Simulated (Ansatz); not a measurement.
BaSnO$_{3}$ (cubic perovskite): values from a third-order Birch-Murnaghan fit to a volume scan beside measured ones. Computed values: r2SCAN (plane waves to 500 eV, PAW, scalar-relativistic; Ansatz, a first-principles code). BaSnO3 was relaxed with its symmetry unable to fall.

| quantity | reference | kind | r2SCAN | difference |
|---|---|---|---|---|
| Lattice constant a (Å) | 4.116 | measured, room temperature or unstated | 4.131 | +0.4 % |

References as given in: Woong-Jhae Lee, Hyung Joon Kim, Jeonghun Kang et al., Annual Review of Materials Research (2017), arXiv:1707.09778. Values not taken to low temperature hold thermal and zero-point shifts that a static calculation lacks, so small differences there are no errors of the method.

(Under strain, the slope of the energy per volume gives the stress and its curvature an elastic modulus.)
